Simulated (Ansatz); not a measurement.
W: relaxation of cell and atoms with r2SCAN

The system is W.

```
W
1.0
    -1.58234    1.58234    1.58234
     1.58234   -1.58234    1.58234
     1.58234    1.58234   -1.58234
W
1
Direct
  0.00000 0.00000 0.00000
```

- Program: Ansatz 0.2.0
- Task: relaxation of cell and atoms
- Functional: r2SCAN
- Potentials or basis: Ansatz PAW
- Cutoff: 500 eV (not typed: the program's choice for these potentials)
- k mesh: 12 × 12 × 12
- Occupations: fermi-dirac, width 0.05 eV
- Spin: no spin polarisation

```
Relaxed volume                         : 15.92 Å³/atom
Relaxed cell                           : a = 2.745 Å, b = 2.745 Å, c = 2.745 Å, α = 109.47°, β = 109.47°, γ = 109.47°
Space group after relaxing (to 0.05 Å) : Im-3m (No. 229)
Energy gained by relaxing              : 0.4 meV/atom
Ionic steps                            : 3
Pressure after relaxing                : 0.0 GPa
Band gap on the k mesh                 : none (metal or under the smearing width)
```

The path:
```
step  energy change (eV)  largest force (eV/Å)  volume (Å³)
   1              0.0000                0.0000        15.85
   2             -0.0003                0.0000        15.92
   3             -0.0004                0.0000        15.92
```

Final structure:
```yaml
crystal:
  lattice:
    - [-1.58490, 1.58490, 1.58490]
    - [1.58490, -1.58490, 1.58490]
    - [1.58490, 1.58490, -1.58490]
  atoms:
    - { symbol: W, position: [0.00000, 0.00000, 0.00000] }
```

Levels at points of the mesh, in eV from the Fermi level:
```tsv
k point	band 5	band 6	band 7	band 8	band 9	band 10
(0.00, 0.00, 0.00)	-9.95	-1.15	-1.15	-1.15	2.67	2.67
(0.00, 0.00, -0.50)	-6.39	-3.60	0.67	2.51	3.56	6.42
(-0.50, -0.50, -0.50)	-5.85	-5.85	5.42	5.42	5.42	8.66
```

Run time: 4.6 s on 2 threads of Arm Neoverse V2 (shared host), peak memory 0.34 GiB.

Caveat: the plane-wave basis is chosen anew once the cell has moved, so the energies of steps on either side of that aren't comparable; the PAW data sets come from PBE, with cores solved anew for the run's functional, which leaves a small shift of forces and pressure. Zero-point motion and thermal expansion aren't in these numbers.
